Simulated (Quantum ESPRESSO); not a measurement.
The system is SnO2 (Cassiterite).

```
Sn O
1.0
     4.73800    0.00000    0.00000
     0.00000    4.73800    0.00000
     0.00000    0.00000    3.18650
Sn O
2 4
Direct
  0.50000 0.50000 0.50000
  0.00000 0.00000 0.00000
  0.80710 0.19290 0.50000
  0.69290 0.69290 0.00000
  0.19290 0.80710 0.50000
  0.30710 0.30710 0.00000
```

* Program: Quantum ESPRESSO 7.5
* Task: phonons
* Functional: LDA
* Potentials or basis: JTH 2.0 LDA
* Cutoff: 707 eV
* Density cutoff: 4245 eV
* k mesh: 6 × 6 × 8, shifted
* Occupations: fermi-dirac, width 0.05 eV
* Spin: no spin polarisation
* Form of the LDA correlation: PW92
* Mixing beta: 0.5
* Most SCF iterations: 120
* SCF threshold: 1.2e-09 Ry

The cell and the atoms were relaxed first, to 11.77 Å³/atom (a = 4.708 Å, b = 4.708 Å, c = 3.186 Å, α = 90.00°, β = 90.00°, γ = 90.00°), and the response was taken there.

The first run showed a gap, so the response started from a second, tighter run with fixed occupations.

Which optical modes does the crystal have at the zone centre, and which show in infrared and Raman spectra?

The optical modes are B1g + 2B1u + 3Eu + A2g + A2u + Eg + A1g + B2g. Infrared active: 3Eu + A2u. Raman active: B1g + Eg + A1g + B2g.

Optical modes at Γ, degenerate ones joined, polar ones without the macroscopic field:
| cm⁻¹ | components | symmetry | active in | IR intensity, summed ((D/Å)²/amu) |
| --- | --- | --- | --- | --- |
| 102 | 1 | B1g | Raman | 0.00 |
| 147 | 1 | B1u | silent | 0.00 |
| 224 | 2 | Eu | IR | 19.47 |
| 283 | 2 | Eu | IR | 4.60 |
| 351 | 1 | A2g | silent | 0.00 |
| 462 | 1 | A2u | IR | 36.70 |
| 467 | 2 | Eg | Raman | 0.00 |
| 561 | 1 | B1u | silent | 0.00 |
| 602 | 2 | Eu | IR | 42.49 |
| 629 | 1 | A1g | Raman | 0.00 |
| 759 | 1 | B2g | Raman | 0.00 |

Zone-centre frequencies without and with the macroscopic field along z (cm⁻¹):
```
                                              optical modes in rising order
       without  102 147 224 224 283 283 351 462 467 467 561 602 602 629 759
with the field  102 147 224 224 283 283 351 467 467 561 602 602 629 672 759
```

Born effective charge tensors (e):
atom 1, Sn
```
 4.08 -0.42  0.00
-0.42  4.08  0.00
 0.00  0.00  4.48
```
atom 2, Sn
```
4.08 0.42 0.00
0.42 4.08 0.00
0.00 0.00 4.48
```
atom 3, O
```
-2.03  0.69  0.00
 0.69 -2.03  0.00
 0.00  0.00 -2.23
```
atom 4, O
```
-2.03 -0.69  0.00
-0.69 -2.03  0.00
 0.00  0.00 -2.23
```
atom 5, O
```
-2.03  0.69  0.00
 0.69 -2.03  0.00
 0.00  0.00 -2.23
```
atom 6, O
```
-2.03 -0.69  0.00
-0.69 -2.03  0.00
 0.00  0.00 -2.23
```
